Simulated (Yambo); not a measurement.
# AlN (P6_3mc) in Yambo: a series of runs, part 2 of 2

Yambo 5.3.0. Earlier steps stand in the parts before.

### Step 3. G0W0 quasiparticle levels, PBE

Input file g0w04.in:

```
gw0
dyson
el_el_corr
rim_cut
HF_and_locXC
mpa
em1d
RandQpts= 1000000
RandGvec= 50 RL
EXXRLvcs= 84 Ry
VXCRLvcs= 84 Ry
Chimod= "HARTREE"
% BndsRnXm
 1 | 88 |
%
NGsBlkXm= 12 Ry
% LongDrXm
 1 | 1 | 1 |
%
EnSampXm= "2l"
EnGridXm= "lP"
% EnRngeXm
 0 | 60 | eV
%
% ImRngeXm
 1.0 | 27.21138 | eV
%
% DmRngeXm
 0.001 | 0.1 | eV
%
ETStpsXm= 12
% GbndRnge
 1 | 88 |
%
GTermKind= "BG"
DysSolver= "n"
ExtendOut
% QPkrange
 1 | 1 | 7 | 10 |
%
```

Input file scf.in:

```
&CONTROL
  calculation = 'scf'
  prefix = 'pwscf'
  outdir = './tmp'
  pseudo_dir = './pseudo'
/
&SYSTEM
  ibrav = 0
  nat = 4
  ntyp = 2
  ecutwfc = 84
  nbnd = 14
  occupations = 'smearing'
  smearing = 'fd'
  degauss = 0.00367493
  force_symmorphic = .true.
/
&ELECTRONS
  conv_thr = 8d-10
  electron_maxstep = 120
  mixing_beta = 0.5
/
ATOMIC_SPECIES
Al    26.9815 Al.upf
N     14.0070 N.upf
CELL_PARAMETERS angstrom
   3.1130000000    0.0000000000    0.0000000000
  -1.5565000000    2.6959370820    0.0000000000
   0.0000000000    0.0000000000    4.9810000000
ATOMIC_POSITIONS crystal
Al     0.6666666667    0.3333333333    0.5000000000
Al     0.3333333333    0.6666666667    0.0000000000
N      0.6666666667    0.3333333333    0.8800000000
N      0.3333333333    0.6666666667    0.3800000000
K_POINTS automatic
12 12 6 0 0 0
```

Input file nscf.in:

```
&CONTROL
  calculation = 'nscf'
  prefix = 'pwscf'
  outdir = './tmp'
  pseudo_dir = './pseudo'
/
&SYSTEM
  ibrav = 0
  nat = 4
  ntyp = 2
  ecutwfc = 84
  nbnd = 88
  occupations = 'fixed'
  force_symmorphic = .true.
/
&ELECTRONS
  conv_thr = 1d-08
  diago_full_acc = .true.
  diago_thr_init = 1d-06
/
ATOMIC_SPECIES
Al    26.9815 Al.upf
N     14.0070 N.upf
CELL_PARAMETERS angstrom
   3.1130000000    0.0000000000    0.0000000000
  -1.5565000000    2.6959370820    0.0000000000
   0.0000000000    0.0000000000    4.9810000000
ATOMIC_POSITIONS crystal
Al     0.6666666667    0.3333333333    0.5000000000
Al     0.3333333333    0.6666666667    0.0000000000
N      0.6666666667    0.3333333333    0.8800000000
N      0.3333333333    0.6666666667    0.3800000000
K_POINTS automatic
3 3 2 0 0 0
```

Potentials or basis: PseudoDojo 0.4.1 SR PBE standard.

Started as:

```bash
OMP_NUM_THREADS=1 pw.x -in scf.in > scf.out
OMP_NUM_THREADS=1 pw.x -in nscf.in > nscf.out
cd tmp/pwscf.save; p2y; mv SAVE ../..; cd ../..
OMP_NUM_THREADS=1 yambo
mkdir -p g0w04; ln -s $PWD/g0w00/ndb.RIM g0w04/
OMP_NUM_THREADS=1 yambo -F g0w04.in -J g0w04 -C g0w04_out
```

Yambo's report:

```text
[... sections 02.01 to 02.04 as in the set-up run ...]

  [02.05] Energies & Occupations
  ==============================

  [X] === General ===
  [X] Electronic Temperature                        :  0.000000  0.000000 [eV K]
  [X] Bosonic    Temperature                        :  0.000000  0.000000 [eV K]
  [X] Finite Temperature mode                       : no
  [X] El. density                                   :  0.38275E+24 [cm-3]
  [X] Fermi Level                                   :  7.105999 [eV]

  [X] === Gaps and Widths ===
  [X] Conduction Band Min                           :  4.220893 [eV]
  [X] Valence Band Max                              :  0.000000 [eV]
  [X] Filled Bands                                  :   8
  [X] Empty Bands                                   :    9   88
  [X] Direct Gap                                    :  4.220893 [eV]
  [X] Direct Gap localized at k                     :  1
  [X] Indirect Gap                                  :  4.220893 [eV]
  [X] Indirect Gap between kpts                     :  1  1
  [X] Last valence band width                       :  2.371041 [eV]
  [X] 1st conduction band width                     :  3.218395 [eV]

 [03] Transferred momenta grid and indexing
 ==========================================

 IBZ Q-points                                      :   6
 BZ  Q-points                                      :  18

 K/Q-points units:
 rlu = crystal or reduced units; cc = cartesian coordinates; iku = interal k-units

 Q [1]          [rlu]:  0.000000  0.000000  0.000000
 Q [2]          [rlu]:  0.000000  0.000000 -0.500000
 Q [3]          [rlu]: -0.40821E-19  0.33333       0.0000
 Q [4]          [rlu]: -0.40821E-19  0.33333     -0.50000
 Q [5]          [rlu]:  0.333333  0.333333  0.000000
 Q [6]          [rlu]:  0.333333  0.333333 -0.500000

 [04] Coloumb potential Random Integration (RIM)
 ===============================================

 Summary of Coulomb integrals for non-metallic bands |Q|[au] RIM/Bare

[... 105 lines left out ...]

  Corrections @ K [1] :  [eV]
 <7|nlXC|7> = -21.09029  0.37959E-16 <7|lXC|7> = -16.98483  0.000000
 <8|nlXC|8> = -20.91943 -0.36382E-17 <8|lXC|8> = -17.07550  0.000000
 <9|nlXC|9> = -7.801606  0.46790E-17 <9|lXC|9> = -12.48832 -0.37763E-15
 <10|nlXC|10> = -5.629928 -0.15431E-17 <10|lXC|10> = -10.78214  0.000000

 [08] Dyson equation: Newton solver
 ==================================

  [08.01] G0W0 (W MPA)
  ====================

  [  GW  ] Bands range     :   1   88
  [GW/MPA] G damping   [ev]: 0.100000

  QP @ state[ 1 ] K range:  1  1
  QP @ state[ 1 ] b range:   7  10

    MPA interpolation solver:PT

  [08.02] QP properties and I/O
  =============================

  Legend (energies in eV)
  - B  : Band       - Eo  : bare energy
  - E  : QP energy  - Z   : Renormalization factor
  - So : Sc(Eo)     - S   : Sc(E)
  - dSp: Sc derivative precision

  - lXC: Local XC (Perdew, Burke & Ernzerhof(X)+Perdew, Burke & Ernzerhof(C))
  -nlXC: non-Local XC (Hartree-Fock)

  QP [eV] @ K [1] (iku):  0.000000  0.000000  0.000000
   B=7 Eo= -0.18 E= -0.83 E-Eo= -0.65 Re(Z)=0.78 Im(Z)=-0.118766E-2 nlXC= -21.0903 lXC= -16.9848 So=  3.27568
   B=8 Eo=  0.00 E= -0.58 E-Eo= -0.58 Re(Z)=0.78 Im(Z)=-0.134602E-2 nlXC= -20.9194 lXC= -17.0755 So=  3.10728
   B=9 Eo=  4.22 E=  4.97 E-Eo=  0.75 Re(Z)=0.81 Im(Z)=-0.268129E-3 nlXC= -7.80161 lXC= -12.4883 So= -3.76256
   B=10 Eo=  6.68 E=  7.43 E-Eo=  0.76 Re(Z)=0.82 Im(Z)=-0.301946E-3 nlXC= -5.62993 lXC= -10.7821 So= -4.22471

  [WR./g0w04//ndb.QP]-------------------------------------------------------------
   Lattice constants                                :  5.882717  5.094583  9.412726
   Coulomb cutoff potential                         : none
   Electronic Temperature                           :  0.000000 [K]
   Bosonic    Temperature                           :  0.000000 [K]
   Green`s function   energies                      : Perdew, Burke & Ernzerhof(X)+Perdew, Burke & Ernzerhof(C)
   wavefunctions                                    : Perdew, Burke & Ernzerhof(X)+Perdew, Burke & Ernzerhof(C)
   PPA    diel. fun.  energies                      : Perdew, Burke & Ernzerhof(X)+Perdew, Burke & Ernzerhof(C)
   wavefunctions                                    : Perdew, Burke & Ernzerhof(X)+Perdew, Burke & Ernzerhof(C)
   QP tot states                                    :   4
   GW solver                                        : Newton
   GW approximation                                 : MPA
   MPA number of poles                              :  0.000000
   RIM G`s                                          :   55
   RIM random pts                                   :  1000000
   dS/dw steps                                      :  2
   dS/dw step                                       :  0.100000 ev
   X G`s                                            :  221 used
   X G`s                                            :  221 disk
   X bands                                          :    1   88
   X poles                                          :  100.0000 o/o
   X e/h E range                                    : -1.000000 -1.000000 ev
   X Hxc Kernel                                     : HARTREE
   X damping range                                  :  0.100000E-2  0.100000    ev
   X Steps                                          :  12
   X BZ energy Double Grid                          : no
   X Optical Averaged directions                    : none
   Sc/G bands                                       :    1   88
   Sc/G damping                                     :  0.100000 ev
   Sc bands terminator                              : yes
   Sc terminator kind                               : BG
   Sc Terminator pole                               :  40.81708
   Sx RL components                                 :   3705

   QP @ state[ 1 ] K range                          :  1  1
   QP @ state[ 1 ] b range                          :   7  10
   GF energies kind                                 : Perdew, Burke & Ernzerhof(X)+Perdew, Burke & Ernzerhof(C)
   GF WF`s kind                                     : Perdew, Burke & Ernzerhof(X)+Perdew, Burke & Ernzerhof(C)
   Xs energies kind                                 : Perdew, Burke & Ernzerhof(X)+Perdew, Burke & Ernzerhof(C)
   Xs WF`s kind                                     : Perdew, Burke & Ernzerhof(X)+Perdew, Burke & Ernzerhof(C)
```

o-g0w04.qp:

```text
# GW solver                                       : Newton
# GW approximation                                : MPA
# MPA number of poles                             :   0.00000000
[... 35 lines left out ...]
        1                   9                 4.220893           4.969399           0.748506          -12.48832          -7.801606          -3.762561          -3.938204          -6.385098           0.809947          -0.268129E-3       -17.74802           37.08649
        1                  10                 6.676074           7.433763           0.757690          -10.78214          -5.629928          -4.224706          -4.394527          -6.098588           0.816914          -0.301946E-3       -20.11614           32.72058
#
```

It took 3.2 min on 1 thread of Arm Neoverse V1, shared host; peak memory 0.36 GiB.

What came out:

- Band gap on the k mesh, mean-field level: 4.22 eV, direct
- Quasiparticle gap: 5.55 eV
- Least direct quasiparticle gap: 5.55 eV
- Quasiparticle gap at Γ: 5.55 eV
- Band gap of the same states before the correction: 4.22 eV

Quasiparticle terms (eV):
| k point | band | Kohn-Sham level | Vxc | Σx | Σc | Z | result |
| --- | --- | --- | --- | --- | --- | --- | --- |
| (0.000, 0.000, 0.000) | 7 | -0.18 | -16.98 | -21.09 | 3.28 | 0.78 | -0.83 |
| (0.000, 0.000, 0.000) | 8 | 0.00 | -17.08 | -20.92 | 3.11 | 0.78 | -0.58 |
| (0.000, 0.000, 0.000) | 9 | 4.22 | -12.49 | -7.80 | -3.76 | 0.81 | 4.97 |
| (0.000, 0.000, 0.000) | 10 | 6.68 | -10.78 | -5.63 | -4.22 | 0.82 | 7.43 |

Caveat: the k mesh is coarse (spacing up to 0.78 Å⁻¹), so the values aren't converged; the screening block or the number of bands is too small for a converged GW gap; this version prints the column dSc/dw multiplied by 27.2; an odd mesh through Γ misses points on the zone boundary, where band edges often lie.

### Step 4. GW quasiparticle levels, PBE

Input file gw5.in:

```
gw0
dyson
el_el_corr
rim_cut
HF_and_locXC
ppa
em1d
RandQpts= 1000000
RandGvec= 50 RL
EXXRLvcs= 84 Ry
VXCRLvcs= 84 Ry
Chimod= "HARTREE"
% BndsRnXp
 1 | 88 |
%
NGsBlkXp= 12 Ry
% LongDrXp
 1 | 1 | 1 |
%
PPAPntXp= 27.21138 eV
% GbndRnge
 1 | 88 |
%
GTermKind= "BG"
DysSolver= "n"
ExtendOut
% QPkrange
 1 | 6 | 6 | 12 |
%
```

scf.in is that of step 3.

nscf.in is that of step 3.

Input file gw5_1.in:

```
gw0
dyson
el_el_corr
rim_cut
HF_and_locXC
ppa
em1d
RandQpts= 1000000
RandGvec= 50 RL
EXXRLvcs= 84 Ry
VXCRLvcs= 84 Ry
Chimod= "HARTREE"
% BndsRnXp
 1 | 88 |
%
NGsBlkXp= 12 Ry
% LongDrXp
 1 | 1 | 1 |
%
PPAPntXp= 27.21138 eV
% GbndRnge
 1 | 88 |
%
GTermKind= "BG"
DysSolver= "n"
ExtendOut
% QPkrange
 1 | 6 | 6 | 12 |
%
GfnQPdb= "E < gw5/ndb.QP"
XfnQPdb= "E < gw5/ndb.QP"
```

Input file gw5_2.in:

```
gw0
dyson
el_el_corr
rim_cut
HF_and_locXC
ppa
em1d
RandQpts= 1000000
RandGvec= 50 RL
EXXRLvcs= 84 Ry
VXCRLvcs= 84 Ry
Chimod= "HARTREE"
% BndsRnXp
 1 | 88 |
%
NGsBlkXp= 12 Ry
% LongDrXp
 1 | 1 | 1 |
%
PPAPntXp= 27.21138 eV
% GbndRnge
 1 | 88 |
%
GTermKind= "BG"
DysSolver= "n"
ExtendOut
% QPkrange
 1 | 6 | 6 | 12 |
%
GfnQPdb= "E < gw5_1/ndb.QP"
XfnQPdb= "E < gw5_1/ndb.QP"
```

Input file gw5_3.in:

```
gw0
dyson
el_el_corr
rim_cut
HF_and_locXC
ppa
em1d
RandQpts= 1000000
RandGvec= 50 RL
EXXRLvcs= 84 Ry
VXCRLvcs= 84 Ry
Chimod= "HARTREE"
% BndsRnXp
 1 | 88 |
%
NGsBlkXp= 12 Ry
% LongDrXp
 1 | 1 | 1 |
%
PPAPntXp= 27.21138 eV
% GbndRnge
 1 | 88 |
%
GTermKind= "BG"
DysSolver= "n"
ExtendOut
% QPkrange
 1 | 6 | 6 | 12 |
%
GfnQPdb= "E < gw5_2/ndb.QP"
XfnQPdb= "E < gw5_2/ndb.QP"
```

Input file gw5_4.in:

```
gw0
dyson
el_el_corr
rim_cut
HF_and_locXC
ppa
em1d
RandQpts= 1000000
RandGvec= 50 RL
EXXRLvcs= 84 Ry
VXCRLvcs= 84 Ry
Chimod= "HARTREE"
% BndsRnXp
 1 | 88 |
%
NGsBlkXp= 12 Ry
% LongDrXp
 1 | 1 | 1 |
%
PPAPntXp= 27.21138 eV
% GbndRnge
 1 | 88 |
%
GTermKind= "BG"
DysSolver= "n"
ExtendOut
% QPkrange
 1 | 6 | 6 | 12 |
%
GfnQPdb= "E < gw5_3/ndb.QP"
XfnQPdb= "E < gw5_3/ndb.QP"
```

Potentials or basis: PseudoDojo 0.4.1 SR PBE standard.

Started as:

```bash
OMP_NUM_THREADS=1 pw.x -in scf.in > scf.out
OMP_NUM_THREADS=1 pw.x -in nscf.in > nscf.out
cd tmp/pwscf.save; p2y; mv SAVE ../..; cd ../..
OMP_NUM_THREADS=1 yambo
mkdir -p gw5; ln -s $PWD/g0w00/ndb.RIM gw5/
OMP_NUM_THREADS=1 yambo -F gw5.in -J gw5 -C gw5_out
mkdir -p gw5_1; ln -s $PWD/g0w00/ndb.RIM gw5_1/
OMP_NUM_THREADS=1 yambo -F gw5_1.in -J gw5_1 -C gw5_1_out
# levels in gw5_1/ndb.QP reset to Eo + Z (Sx + Sc(Eo) - Vxc - shift), the shift holding the valence top or Fermi level at zero
mkdir -p gw5_2; ln -s $PWD/g0w00/ndb.RIM gw5_2/
OMP_NUM_THREADS=1 yambo -F gw5_2.in -J gw5_2 -C gw5_2_out
# levels in gw5_2/ndb.QP reset to Eo + Z (Sx + Sc(Eo) - Vxc - shift), the shift holding the valence top or Fermi level at zero
mkdir -p gw5_3; ln -s $PWD/g0w00/ndb.RIM gw5_3/
OMP_NUM_THREADS=1 yambo -F gw5_3.in -J gw5_3 -C gw5_3_out
# levels in gw5_3/ndb.QP reset to Eo + Z (Sx + Sc(Eo) - Vxc - shift), the shift holding the valence top or Fermi level at zero
mkdir -p gw5_4; ln -s $PWD/g0w00/ndb.RIM gw5_4/
OMP_NUM_THREADS=1 yambo -F gw5_4.in -J gw5_4 -C gw5_4_out
# levels in gw5_4/ndb.QP reset to Eo + Z (Sx + Sc(Eo) - Vxc - shift), the shift holding the valence top or Fermi level at zero
```

Yambo's report:

```text
[... sections 02.01 to 02.04 as in the set-up run ...]

  [02.05] Energies & Occupations
  ==============================

  [X] === General ===
  [X] Electronic Temperature                        :  0.000000  0.000000 [eV K]
  [X] Bosonic    Temperature                        :  0.000000  0.000000 [eV K]
  [X] Finite Temperature mode                       : no
  [X] El. density                                   :  0.38275E+24 [cm-3]
  [X] Fermi Level                                   :  7.105999 [eV]

  [X] === Gaps and Widths ===
  [X] Conduction Band Min                           :  4.220893 [eV]
  [X] Valence Band Max                              :  0.000000 [eV]
  [X] Filled Bands                                  :   8
  [X] Empty Bands                                   :    9   88
  [X] Direct Gap                                    :  4.220893 [eV]
[... 318 lines left out ...]
   wavefunctions                                    : Perdew, Burke & Ernzerhof(X)+Perdew, Burke & Ernzerhof(C)
   QP tot states                                    :   42
   GW solver                                        : Newton
   GW approximation                                 : PPA
   PPA imaginary Energy                             :  27.21138 ev
   RIM G`s                                          :   55
   RIM random pts                                   :  1000000
   dS/dw steps                                      :  2
   dS/dw step                                       :  0.100000 ev
   X G`s                                            :  221 used
   X G`s                                            :  221 disk
   X bands                                          :    1   88
   X poles                                          :  100.0000 o/o
   X e/h E range                                    : -1.000000 -1.000000 ev
   X Hxc Kernel                                     : HARTREE
   X BZ energy Double Grid                          : no
   X Optical Averaged directions                    : none
   Sc/G bands                                       :    1   88
   Sc/G damping                                     :  0.100000 ev
   Sc bands terminator                              : yes
   Sc terminator kind                               : BG
   Sc Terminator pole                               :  40.81708
   Sx RL components                                 :   3705

   QP @ state[ 1 ] K range                          :   1   6
   QP @ state[ 1 ] b range                          :   6  12
   GF energies kind                                 : Perdew, Burke & Ernzerhof(X)+Perdew, Burke & Ernzerhof(C)
   GF WF`s kind                                     : Perdew, Burke & Ernzerhof(X)+Perdew, Burke & Ernzerhof(C)
   Xs energies kind                                 : Perdew, Burke & Ernzerhof(X)+Perdew, Burke & Ernzerhof(C)
   Xs WF`s kind                                     : Perdew, Burke & Ernzerhof(X)+Perdew, Burke & Ernzerhof(C)
```

o-gw5_4.qp:

```text
# GW solver                                       : Newton
# GW approximation                                : PPA
# PPA imaginary Energy                            :   27.2113800    [ev]
[... 71 lines left out ...]
         6                 11                 7.879499           9.392918           1.513420          -10.30913          -5.102429          -3.792308          -4.014173          -3.989001           0.872148          -0.672938E-3       -9.283157           70.90389
         6                 12                 7.879500           9.392970           1.513470          -10.30913          -5.102432          -3.792252          -4.014120          -3.988923           0.872151          -0.672931E-3       -9.283093           70.90437
#
```

Run time: 14 min. Hardware: 1 thread of Arm Neoverse V1, shared host; peak memory 0.34 GiB.

Results:

```yaml
Band_gap_on_the_k_mesh_mean-field_level: 4.22 eV, direct
Quasiparticle_gap: 6.31 eV
Least_direct_quasiparticle_gap: 6.31 eV
Quasiparticle_gap_at_Γ: 6.31 eV
Band_gap_of_the_same_states_before_the_correction: 4.22 eV
```

Quasiparticle terms (eV):
| k point | band | Kohn-Sham level | Vxc | Σx | Σc | Z | result |
| --- | --- | --- | --- | --- | --- | --- | --- |
| (0.000, 0.000, 0.000) | 6 | -0.18 | -16.98 | -21.09 | 2.87 | 0.83 | -0.28 |
| (0.000, 0.000, 0.000) | 7 | -0.18 | -16.98 | -21.09 | 2.90 | 0.83 | -0.26 |
| (0.000, 0.000, 0.000) | 8 | 0.00 | -17.08 | -20.92 | 2.73 | 0.83 | 0.00 |
| (0.000, 0.000, 0.000) | 9 | 4.22 | -12.49 | -7.80 | -3.38 | 0.86 | 6.31 |
| (0.000, 0.000, 0.000) | 10 | 6.68 | -10.78 | -5.63 | -3.73 | 0.87 | 8.88 |
| (0.000, 0.000, 0.000) | 11 | 10.59 | -14.04 | -7.31 | -4.43 | 0.84 | 13.47 |
| (0.000, 0.000, 0.000) | 12 | 11.19 | -9.58 | -3.96 | -4.08 | 0.87 | 13.51 |
| (0.000, 0.000, -0.500) | 6 | -0.52 | -16.72 | -20.97 | 2.95 | 0.83 | -0.67 |
| (0.000, 0.000, -0.500) | 7 | -0.51 | -16.72 | -20.97 | 2.93 | 0.83 | -0.69 |
| (0.000, 0.000, -0.500) | 8 | -0.51 | -16.72 | -20.97 | 2.95 | 0.83 | -0.68 |
| (0.000, 0.000, -0.500) | 9 | 6.47 | -12.76 | -7.57 | -3.62 | 0.86 | 8.78 |
| (0.000, 0.000, -0.500) | 10 | 6.47 | -12.76 | -7.57 | -3.62 | 0.86 | 8.78 |
| (0.000, 0.000, -0.500) | 11 | 10.35 | -11.14 | -5.19 | -4.19 | 0.86 | 12.82 |
| (0.000, 0.000, -0.500) | 12 | 10.35 | -11.14 | -5.19 | -4.19 | 0.86 | 12.82 |
| (0.000, 0.333, 0.000) | 6 | -1.82 | -15.55 | -20.25 | 3.08 | 0.83 | -2.24 |
| (0.000, 0.333, 0.000) | 7 | -0.87 | -16.11 | -20.22 | 2.78 | 0.83 | -1.04 |
| (0.000, 0.333, 0.000) | 8 | -0.52 | -16.72 | -20.94 | 2.92 | 0.83 | -0.67 |
| (0.000, 0.333, 0.000) | 9 | 6.26 | -10.68 | -5.77 | -3.55 | 0.87 | 8.40 |
| (0.000, 0.333, 0.000) | 10 | 6.73 | -10.29 | -5.30 | -3.63 | 0.87 | 8.89 |
| (0.000, 0.333, 0.000) | 11 | 7.98 | -12.09 | -6.65 | -3.76 | 0.86 | 10.38 |

Caveat: the k mesh is coarse (spacing up to 0.78 Å⁻¹), so the values aren't converged; the screening block or the number of bands is too small for a converged GW gap; between passes the levels were reset to the linearisation about the Kohn-Sham level, since this version mixes two points of expansion; the levels printed in its table differ; this version prints the column dSc/dw multiplied by 27.2; the terminator is approximate in this version, by hundredths of an eV; an odd mesh through Γ misses points on the zone boundary, where band edges often lie.
